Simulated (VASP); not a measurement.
# Cs2AgBiBr6 (Fm-3m) in VASP: settings compared

One crystal, Cs2AgBiBr6, is run at these levels: PBE, PBEsol, PBEsol+D3, PBEsol+D3(BJ), PBEsol+D4; tasks: relaxation of cell and atoms.

Program: VASP 6.6.1. These are calculated values, not measurements. Logs are shortened: lines on timing, memory, paths and dates and some standing lists are left out, and cuts for length are marked.

## (1) Starting point

Symmetry: Fm-3m, No. 225, cubic system. Conventional cell: a = 11.232 Å, b = 11.232 Å, c = 11.232 Å, α = 90.00°, β = 90.00°, γ = 90.00°. Around Bi (site symmetry m-3m) lie 6 Br at 2.81 Å. Cs (site symmetry -43m) has 12 Br at 3.97 Å as nearest neighbours. Around Ag (site symmetry m-3m) lie 6 Br at 2.80 Å. Around Br (site symmetry 4mm) lie 1 Ag at 2.80 Å and 1 Bi at 2.81 Å.

## (2) Relaxation of cell and atoms, PBE

INCAR reads:

```
SYSTEM = Cs2AgBiBr6
  ALGO = Normal
  EDIFF = 1E-4
  EDIFFG = -0.01
  ENCUT = 600
  GGA = PE
  IBRION = 1
  ISIF = 3
  ISMEAR = -1
  LASPH = .TRUE.
  LCHARG = .FALSE.
  LREAL = .FALSE.
  LWAVE = .FALSE.
  NELM = 80
  NSW = 60
  POTIM = 0.2
  PREC = Single
  SIGMA = 0.05
```

KPOINTS reads:

```
k-points
0
G
  3 3 3
  0 0 0
```

POSCAR reads:

```
Cs2AgBiBr6
1.0
    0.0000000000      5.6161000000      5.6161000000
    5.6161000000      0.0000000000      5.6161000000
    5.6161000000      5.6161000000      0.0000000000
Bi Cs Ag Br
1 2 1 6
Direct
    0.0000000000      0.0000000000      0.0000000000
    0.7500000000      0.7500000000      0.7500000000
    0.2500000000      0.2500000000      0.2500000000
    0.5000000000      0.5000000000      0.5000000000
    0.7494500000      0.7494500000      0.2505500000
    0.2505500000      0.2505500000      0.7494500000
    0.7494500000      0.2505500000      0.2505500000
    0.7494500000      0.2505500000      0.7494500000
    0.2505500000      0.7494500000      0.7494500000
    0.2505500000      0.7494500000      0.2505500000
```

Potentials or basis: VASP PAW PBE potentials, release 64 (Bi_d, Cs_sv, Ag, Br).

On the command line:

```console
> cat potpaw_PBE.64/Bi_d/POTCAR potpaw_PBE.64/Cs_sv/POTCAR potpaw_PBE.64/Ag/POTCAR potpaw_PBE.64/Br/POTCAR > POTCAR
> mpirun -np 1 vasp_std > vasp.out
```

OUTCAR:

```text
SYSTEM = Cs2AgBiBr6
   EDIFF = 1E-4
   EDIFFG = -0.01
   ENCUT = 600
   GGA = PE
   IBRION = 1
   ISIF = 3
   ISMEAR = -1
   LASPH = .TRUE.
   LREAL = .FALSE.
   NELM = 80
   NSW = 60
   POTIM = 0.2
   PREC = Single

 ion  position               nearest neighbor table
   1  0.000  0.000  0.000-   5 2.81   6 2.81   7 2.81   8 2.81   9 2.81  10 2.81
   2  0.750  0.750  0.750-
   3  0.250  0.250  0.250-
   4  0.500  0.500  0.500-   5 2.80   6 2.80   7 2.80   8 2.80   9 2.80  10 2.80
   5  0.749  0.749  0.251-   4 2.80   1 2.81
   6  0.251  0.251  0.749-   4 2.80   1 2.81
   7  0.749  0.251  0.251-   4 2.80   1 2.81
   8  0.749  0.251  0.749-   4 2.80   1 2.81
   9  0.251  0.749  0.749-   4 2.80   1 2.81
  10  0.251  0.749  0.251-   4 2.80   1 2.81

  LATTYP: Found a face centered cubic cell.
 ALAT       =    11.2322000000

  Lattice vectors:

 A1 = (   0.0000000000,   5.6161000000,   5.6161000000)
 A2 = (   5.6161000000,   0.0000000000,   5.6161000000)
 A3 = (   5.6161000000,   5.6161000000,   0.0000000000)

Analysis of symmetry for initial positions (statically):
=====================================================================
 Subroutine PRICEL returns:
 Original cell was already a primitive cell.

 Routine SETGRP: Setting up the symmetry group for a
 face centered cubic supercell.

 Subroutine GETGRP returns: Found 48 space group operations
 (whereof 48 operations were pure point group operations)
 out of a pool of 48 trial point group operations.

The static configuration has the point symmetry O_h .

Analysis of symmetry for dynamics (positions and initial velocities):
=====================================================================
 Subroutine PRICEL returns:
 Original cell was already a primitive cell.

 Routine SETGRP: Setting up the symmetry group for a
 face centered cubic supercell.

 Subroutine GETGRP returns: Found 48 space group operations
 (whereof 48 operations were pure point group operations)
 out of a pool of 48 trial point group operations.

The dynamic configuration has the point symmetry O_h .

 Subroutine INISYM returns: Found 48 space group operations
 (whereof 48 operations are pure point group operations),
 and found     1 'primitive' translations

----------------------------------------------------------------------------------------

                                     Primitive cell

  volume of cell :     354.2701

  direct lattice vectors                    reciprocal lattice vectors
     0.000000000  5.616100000  5.616100000    -0.089029754  0.089029754  0.089029754
     5.616100000  0.000000000  5.616100000     0.089029754 -0.089029754  0.089029754
     5.616100000  5.616100000  0.000000000     0.089029754  0.089029754 -0.089029754

  length of vectors
     7.942364788  7.942364788  7.942364788     0.154204057  0.154204057  0.154204057

  position of ions in fractional coordinates (direct lattice)
     0.000000000  0.000000000  0.000000000
     0.750000000  0.750000000  0.750000000
     0.250000000  0.250000000  0.250000000
     0.500000000  0.500000000  0.500000000
     0.749450000  0.749450000  0.250550000
     0.250550000  0.250550000  0.749450000
     0.749450000  0.250550000  0.250550000
     0.749450000  0.250550000  0.749450000
     0.250550000  0.749450000  0.749450000
     0.250550000  0.749450000  0.250550000

  ion indices of the primitive-cell ions
   primitive index   ion index
                 1           1
                 2           2
                 3           3
                 4           4
                 5           5
                 6           6
                 7           7
                 8           8
                 9           9
                10          10

----------------------------------------------------------------------------------------

 KPOINTS: k-points

Automatic generation of k-mesh.
 Grid dimensions read from file:
 generate k-points for:    3    3    3

 Generating k-lattice:

  Cartesian coordinates                     Fractional coordinates (reciprocal lattice)
    -0.029676585  0.029676585  0.029676585     0.333333333  0.000000000  0.000000000
     0.029676585 -0.029676585  0.029676585     0.000000000  0.333333333  0.000000000
     0.029676585  0.029676585 -0.029676585     0.000000000  0.000000000  0.333333333

  Length of vectors
     0.051401352  0.051401352  0.051401352

  Shift w.r.t. Gamma in fractional coordinates (k-lattice)
     0.000000000  0.000000000  0.000000000

 Subroutine IBZKPT returns following result:
 ===========================================

 Found      4 irreducible k-points:

 Following reciprocal coordinates:
            Coordinates               Weight
  0.000000  0.000000  0.000000      1.000000
  0.333333  0.000000  0.000000      8.000000
  0.333333  0.333333  0.000000      6.000000
 -0.333333  0.333333  0.000000     12.000000
   k-points           NKPTS =      4   k-points in BZ     NKDIM =      4   number of bands    NBANDS=     51
   number of dos      NEDOS =    301   number of ions     NIONS =     10
   total plane-waves  NPLWV = 262144
   dimension x,y,z NGX =    64 NGY =   64 NGZ =   64
   dimension x,y,z NGXF=    64 NGYF=   64 NGZF=   64
   ions per type =               1   2   1   6
   NGX,Y,Z   is equivalent  to a cutoff of  13.40, 13.40, 13.40 a.u.
   NGXF,Y,Z  is equivalent  to a cutoff of  13.40, 13.40, 13.40 a.u.
 SYSTEM =  Cs2AgBiBr6
   PREC   = single    normal or accurate (medium, high low for compatibility)
   ISTART =      0    job   : 0-new  1-cont  2-samecut
   ICHARG =      2    charge: 1-file 2-atom 10-const
   ISPIN  =      1    spin polarized calculation?
   LNONCOLLINEAR =      F non collinear calculations
   LSORBIT =      F    spin-orbit coupling
   LASPH  =      T    aspherical Exc in radial PAW
   ENCUT  =  600.0 eV  44.10 Ry    6.64 a.u.  15.86 15.86 15.86*2*pi/ulx,y,z
   NELM   =     80;   NELMIN=  2; NELMDL= -5     # of ELM steps
   EDIFF  = 0.1E-03   stopping-criterion for ELM
   LREAL  =      F    real-space projection
   EDIFFG = -.1E-01   stopping-criterion for IOM
   NSW    =     60    number of steps for IOM
   IBRION =      1    ionic relax: 0-MD 1-quasi-New 2-CG
   NFREE  =      0    steps in history (QN), initial steepest desc. (CG)
   ISIF   =      3    stress and relaxation
   ISYM   =      2    0-nonsym 1-usesym 2-fastsym
   POTIM  = 0.2000    time-step for ionic-motion
   TEBEG  =    0.0;   TEEND  =   0.0 temperature during run
   PSTRESS=    0.0 pullay stress
   NELECT =      86.0000    total number of electrons
   NUPDOWN=      -1.0000    fix difference up-down
   EMIN   =  10.00;   EMAX   =-10.00  energy-range for DOS
   EFERMI =   0.00;   METHOD = LEGACY
   ISMEAR =    -1;   SIGMA  =   0.05  broadening in eV -4-tet -1-fermi 0-gaus
   EFERMI_NEDOS =   21; number of points for ismear=-14 and -15
   IALGO  =     38    algorithm
   IMIX   =      4    mixing-type and parameters
     AMIX     =   0.40;   BMIX     =  1.00
     AMIX_MAG =   1.60;   BMIX_MAG =  1.00
  volume/ion in A,a.u.               =      35.43       239.07
  Fermi-wavevector in a.u.,A,eV,Ry     =   1.021244  1.929871 14.190049  1.042939
  Thomas-Fermi vector in A             =   2.154858
   LORBIT       =      0    0 simple, 1 ext, 2 COOP (PROOUT), +10 PAW based schemes
   GGA     = PE    functional components
   LHFCALC =     F    Hartree Fock is set to
   AEXX    =    0.0000 exact exchange contribution
   IVDW    =     0    specifies the selected vdW correction
   LEPSILON=     F    determine dielectric tensor
   LRPA    =     F    only Hartree local field effects (RPA)
 quasi-Newton-method for relaxation of ions
 non-spin polarized calculation
  energy-cutoff  :      600.00
  volume of cell :      354.27
 maximum number of plane-waves:     11862
   NGX = 31   NGY = 31   NGZ = 31

--------------------------------------- Ionic step        1  -------------------------------------------

 number of electron      85.9999812 magnetization

 Free energy of the ion-electron system (eV)
  ---------------------------------------------------
  ext. energy  EPLUGINS =         0.00000000
  ---------------------------------------------------
  free energy    TOTEN  =       -29.47411730 eV

  energy without entropy =      -29.47411729  energy(sigma->0) =      -29.47411730

------------------------ aborting loop because EDIFF is reached ----------------------------------------

  FORCE on cell =-STRESS in cart. coord.  units (eV):
  Direction    XX          YY          ZZ          XY          YZ          ZX
  --------------------------------------------------------------------------------------
  -------------------------------------------------------------------------------------
  Total        4.1552056      4.1552056      4.1552056      0.0000000      0.0000000     -0.0000000
  in kB       18.7918096     18.7918096     18.7918096      0.0000000      0.0000000     -0.0000000
  external PRESSURE =      18.7918096 kB  Pullay stress =       0.0000000 kB
[... 113 lines left out ...]
  FREE ENERGIE OF THE ION-ELECTRON SYSTEM (eV)
  ---------------------------------------------------
  free  energy   TOTEN  =       -29.6107888864 eV

  energy  without entropy=      -29.6107888777  energy(sigma->0) =      -29.61078888

[... ionic steps 4 to 14 ...]

--------------------------------------- Ionic step       15  -------------------------------------------

 number of electron      86.0000177 magnetization

------------------------ aborting loop because EDIFF is reached ----------------------------------------
[... 83 lines left out ...]
--------------------------------------- Ionic step       17  -------------------------------------------

 number of electron      86.0000176 magnetization

 Free energy of the ion-electron system (eV)
  ---------------------------------------------------
  ext. energy  EPLUGINS =         0.00000000
  ---------------------------------------------------
  free energy    TOTEN  =       -29.61229225 eV

  energy without entropy =      -29.61229225  energy(sigma->0) =      -29.61229225

 E-fermi :   1.4102     XC(G=0):  -7.8851

 val. band max:        0.4488095781   @ k =  -0.3333   0.3333   0.0000
 cond. band min:       2.3501807781   @ k =   0.3333   0.0000   0.0000
 fundamental gap:      1.9013712000
 Fermi energy:         1.4102456220

 k-point     1 :       0.0000    0.0000    0.0000
  band No.  band energies     occupation
      1     -22.2412      2.00000
      2     -22.2412      2.00000
      3     -22.2184      2.00000
      4     -22.2183      2.00000
      5     -22.2183      2.00000
      6     -19.8541      2.00000
[... 43 lines left out ...]
     50       5.7192      0.00000
     51       6.1324      0.00000

 k-point     2 :       0.3333    0.0000    0.0000
  band No.  band energies     occupation
      1     -22.2412      2.00000
      2     -22.2412      2.00000
      3     -22.2184      2.00000
      4     -22.2183      2.00000
      5     -22.2183      2.00000
      6     -19.8529      2.00000
[... 43 lines left out ...]
     50       6.1050      0.00000
     51       6.5559      0.00000

 k-point     3 :       0.3333    0.3333    0.0000
  band No.  band energies     occupation
      1     -22.2412      2.00000
      2     -22.2412      2.00000
      3     -22.2184      2.00000
      4     -22.2183      2.00000
      5     -22.2183      2.00000
      6     -19.8528      2.00000
[... 43 lines left out ...]
     50       6.3686      0.00000
     51       6.6223      0.00000

 k-point     4 :      -0.3333    0.3333    0.0000
  band No.  band energies     occupation
      1     -22.2412      2.00000
      2     -22.2412      2.00000
      3     -22.2184      2.00000
      4     -22.2183      2.00000
      5     -22.2183      2.00000
      6     -19.8517      2.00000
[... 80 lines left out ...]
  FREE ENERGIE OF THE ION-ELECTRON SYSTEM (eV)
  ---------------------------------------------------
  free  energy   TOTEN  =       -29.6122922545 eV

  energy  without entropy=      -29.6122922464  energy(sigma->0) =      -29.61229225

 reached required accuracy - stopping structural energy minimisation
```

Run time: 7.1 min. Hardware: 1 thread of Intel Xeon 6975P-C (Granite Rapids), shared host; peak memory 0.31 GiB.

The run converged, but some of its settings lie outside the range that counts as converged (typed here: PREC = Single; IBRION = 1; POTIM = 0.2; EDIFF = 0.0001), so its numbers aren't taken as properties of the crystal.

What came out:

```
Free energy                            : -29.6123 eV
Relaxed volume                         : 37.78 Å³/atom
Relaxed cell                           : a = 8.115 Å, b = 8.115 Å, c = 8.115 Å, α = 60.00°, β = 60.00°, γ = 60.00°
Space group after relaxing (to 0.05 Å) : Fm-3m (No. 225)
Energy gained by relaxing              : 13.8 meV/atom
Ionic steps                            : 17
Pressure after relaxing                : 0.0 GPa
Largest force after relaxing           : 0.006 eV/Å
Band gap on the k mesh                 : 1.90 eV, indirect (least direct gap 2.48 eV)
```

Caveat: spin-orbit coupling is left out, which as a rule narrows the gap of such compounds by several tenths of an eV; an odd mesh through Γ misses points on the zone boundary, where band edges often lie.

## (3) Relaxation of cell and atoms, PBEsol

INCAR reads:

```
PREC = Accurate
ENCUT = 600
EDIFF = 1E-7
ISMEAR = -1
SIGMA = 0.05
LREAL = F
LASPH = T
NELM = 80
ALGO = Normal
ISIF = 3
LWAVE = F
LCHARG = F
GGA = PS
IBRION = 2
NSW = 60
EDIFFG = -0.02
```

KPOINTS reads:

```
regular mesh
0
Gamma
  3 3 3
```

POSCAR is that of step 2.

Potentials or basis: VASP PAW PBE potentials, release 64 (Bi_d, Cs_sv, Ag, Br).

On the command line:

```console
> cat potpaw_PBE.64/Bi_d/POTCAR potpaw_PBE.64/Cs_sv/POTCAR potpaw_PBE.64/Ag/POTCAR potpaw_PBE.64/Br/POTCAR > POTCAR
> mpirun -np 1 vasp_std > vasp.out
```

OUTCAR:

```text
PREC = Accurate
   ENCUT = 600
   EDIFF = 1E-7
   ISMEAR = -1
   LREAL = F
   LASPH = T
   NELM = 80
   ISIF = 3
   GGA = PS
   IBRION = 2
   NSW = 60
   EDIFFG = -0.02

 ion  position               nearest neighbor table
   1  0.000  0.000  0.000-   5 2.81   6 2.81   7 2.81   8 2.81   9 2.81  10 2.81
   2  0.750  0.750  0.750-
   3  0.250  0.250  0.250-
   4  0.500  0.500  0.500-   5 2.80   6 2.80   7 2.80   8 2.80   9 2.80  10 2.80
   5  0.749  0.749  0.251-   4 2.80   1 2.81
   6  0.251  0.251  0.749-   4 2.80   1 2.81
   7  0.749  0.251  0.251-   4 2.80   1 2.81
   8  0.749  0.251  0.749-   4 2.80   1 2.81
   9  0.251  0.749  0.749-   4 2.80   1 2.81
  10  0.251  0.749  0.251-   4 2.80   1 2.81

  LATTYP: Found a face centered cubic cell.
 ALAT       =    11.2322000000
[... 184 lines left out ...]
  -------------------------------------------------------------------------------------
  Total       -0.0206473     -0.0206473     -0.0206473      0.0000000      0.0000000      0.0000000
  in kB       -0.0933768     -0.0933768     -0.0933768      0.0000000      0.0000000      0.0000000
  external PRESSURE =      -0.0933768 kB  Pullay stress =       0.0000000 kB
[... 119 lines left out ...]
--------------------------------------- Ionic step        4  -------------------------------------------

 number of electron      86.0000004 magnetization

 Free energy of the ion-electron system (eV)
  ---------------------------------------------------
  ext. energy  EPLUGINS =         0.00000000
  ---------------------------------------------------
  free energy    TOTEN  =       -31.82609180 eV

  energy without entropy =      -31.82609177  energy(sigma->0) =      -31.82609178

 E-fermi :   1.9196     XC(G=0):  -8.4212

 val. band max:        1.0323904455   @ k =  -0.3333   0.3333   0.0000
 cond. band min:       2.7856669582   @ k =   0.3333   0.0000   0.0000
 fundamental gap:      1.7532765126
 Fermi energy:         1.9195576961

 k-point     1 :       0.0000    0.0000    0.0000
  band No.  band energies     occupation
      1     -21.6562      2.00000
      2     -21.6562      2.00000
      3     -21.6187      2.00000
      4     -21.6187      2.00000
      5     -21.6187      2.00000
      6     -19.3370      2.00000
[... 242 lines left out ...]
  FREE ENERGIE OF THE ION-ELECTRON SYSTEM (eV)
  ---------------------------------------------------
  free  energy   TOTEN  =       -31.8260918011 eV

  energy  without entropy=      -31.8260917681  energy(sigma->0) =      -31.82609178

 reached required accuracy - stopping structural energy minimisation
```

CONTCAR:

```text
Cs2AgBiBr6
   1.00000000000000
     0.0000000000000000    5.5935288899982556    5.5935288899982556
     5.5935288899982556    0.0000000000000000    5.5935288899982556
     5.5935288899982556    5.5935288899982556   -0.0000000000000000
  Bi              Cs              Ag              Br
     1     2     1     6
Direct
     1.0000000000000000    0.0000000000000000    0.0000000000000000
     0.7500000000000000    0.7500000000000000    0.7500000000000000
     0.2500000000000000    0.2500000000000000    0.2500000000000000
     0.5000000000000000    0.5000000000000000    0.5000000000000000
     0.7460361852349497    0.7460361852349497    0.2539638147650503
     0.2539638147650503    0.2539638147650503    0.7460361852349497
     0.7460361852349497    0.2539638147650503    0.2539638147650503
     0.7460361852349497    0.2539638147650503    0.7460361852349497
     0.2539638147650503    0.7460361852349497    0.7460361852349497
     0.2539638147650503    0.7460361852349497    0.2539638147650503

  0.00000000E+00  0.00000000E+00  0.00000000E+00
  0.00000000E+00  0.00000000E+00  0.00000000E+00
  0.00000000E+00  0.00000000E+00  0.00000000E+00
  0.00000000E+00  0.00000000E+00  0.00000000E+00
  0.00000000E+00  0.00000000E+00  0.00000000E+00
  0.00000000E+00  0.00000000E+00  0.00000000E+00
  0.00000000E+00  0.00000000E+00  0.00000000E+00
  0.00000000E+00  0.00000000E+00  0.00000000E+00
  0.00000000E+00  0.00000000E+00  0.00000000E+00
  0.00000000E+00  0.00000000E+00  0.00000000E+00
```

Run time: 9.2 min. Hardware: 1 thread of AMD EPYC 7R43 (Zen 3), shared host; peak memory 0.61 GiB.

What came out:

* Free energy: -31.8261 eV
* Relaxed volume: 35.00 Å³/atom
* Relaxed cell: a = 7.910 Å, b = 7.910 Å, c = 7.910 Å, α = 60.00°, β = 60.00°, γ = 60.00°
* Space group after relaxing (to 0.05 Å): Fm-3m (No. 225)
* Energy gained by relaxing: 3.5 meV/atom
* Ionic steps: 4
* Pressure after relaxing: 0.0 GPa
* Band gap on the k mesh: 1.75 eV, indirect (least direct gap 2.43 eV)

Step by step:
| step | energy change (eV) | largest force (eV/Å) | pressure (GPa) | volume (Å³) |
| --- | --- | --- | --- | --- |
| 1 | 0.0000 | 0.3051 | -0.01 | 354.27 |
| 2 | -0.0212 | 0.1747 | -0.13 | 354.16 |
| 3 | -0.0319 | 0.0015 | -0.28 | 354.02 |
| 4 | -0.0352 | 0.0018 | 0.01 | 350.02 |

Final structure:
```xyz
10
Lattice="0.0000 5.5935 5.5935 5.5935 0.0000 5.5935 5.5935 5.5935 0.0000" Properties=species:S:1:pos:R:3 pbc="T T T"
Bi    0.0000    5.5935    5.5935
Cs    8.3903    8.3903    8.3903
Cs    2.7968    2.7968    2.7968
Ag    5.5935    5.5935    5.5935
Br    5.5935    5.5935    8.3460
Br    5.5935    5.5935    2.8411
Br    2.8411    5.5935    5.5935
Br    5.5935    8.3460    5.5935
Br    8.3460    5.5935    5.5935
Br    5.5935    2.8411    5.5935
```

Levels at points of the mesh, in eV from the valence-band top:
| k point | band 41 | band 42 | band 43 | band 44 | band 45 | band 46 |
| --- | --- | --- | --- | --- | --- | --- |
| (0.00, 0.00, 0.00) | -0.84 | -0.22 | -0.22 | 2.47 | 2.47 | 2.47 |

Caveat: the PAW data sets were made with another functional, which shifts forces and pressure a little; spin-orbit coupling is left out, which as a rule narrows the gap of such compounds by several tenths of an eV; an odd mesh through Γ misses points on the zone boundary, where band edges often lie. Expect the measured gap to be larger: semilocal functionals such as PBEsol lack the derivative discontinuity.

(Part 1 of 2 ends here.)
